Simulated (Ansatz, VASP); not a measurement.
# Y: VASP beside Ansatz

Contents of INCAR:

```
SYSTEM = Y
ALGO = Fast
EDIFF = 1E-6
ENCUT = 520
GGA = PS
ISIF = 2
ISMEAR = 0
LASPH = .True.
LCHARG = .False.
LREAL = .False.
LWAVE = .False.
NBANDS = 12
NELM = 100
PREC = Accurate
SIGMA = 0.15
```

File KPOINTS:

```
k-points
0
Gamma
  16 16 16
  0 0 0
```

Contents of POSCAR:

```
Y
1.0
    0.0000000000      2.6838000000      2.4850000000
    2.6838000000      0.0000000000      2.4850000000
    2.6838000000      2.6838000000      0.0000000000
Y
1
Direct
    0.0000000000      0.0000000000      0.0000000000
```

Input for Ansatz:

```yaml
crystal:
  lattice:
    - [0.0, 2.6838, 2.485]
    - [2.6838, 0.0, 2.485]
    - [2.6838, 2.6838, 0.0]
  atoms:
    - { symbol: "Y", position: [0.0, 0.0, 0.0] }
basis:
  ecutwfc: 420
kpoints:
  mp_grid: { grid: [16, 16, 16] }
hamiltonian:
  xc: pbesol
scf:
  occupations: { method: gaussian, width: 0.15 }
output:
  forces: true
  stress: true
  eigenvalues: true
```

Change from the starting cell: strain +0.080 along x and y, +0.000 along z, atoms carried along.

Alike in both runs: task single point; functional PBEsol; k mesh 16 × 16 × 16; occupations gaussian, width 0.15 eV; no spin polarisation.

|  | VASP | Ansatz |
| --- | --- | --- |
| version | VASP 6.6.1 | Ansatz 0.2.0 |
| potentials or method | VASP PAW PBE potentials, release 64 (Y_sv) | scalar-relativistic, plane waves, PAW |
| plane-wave cutoff (eV) | 520 | 420 |
| valence electrons in the cell | 11 | 11 |

Ansatz gave:

| Quantity | Value |
| --- | --- |
| gap on the k mesh at the Fermi level (eV) | none |
| pressure (GPa) | -4.9 |
| largest component of the traceless stress (GPa) | 1.10 |

Q: Which values does VASP return?

A: gap on the k mesh at the Fermi level (eV): none; pressure (GPa): -4.9; largest component of the traceless stress (GPa): 1.11.

A gap of «none» marks a metal or a gap that the smearing closes. With one functional, cell and mesh, what is left measures potentials, basis and numerics.

Caveats: the PAW data sets were made with another functional, which shifts forces and pressure a little (VASP).
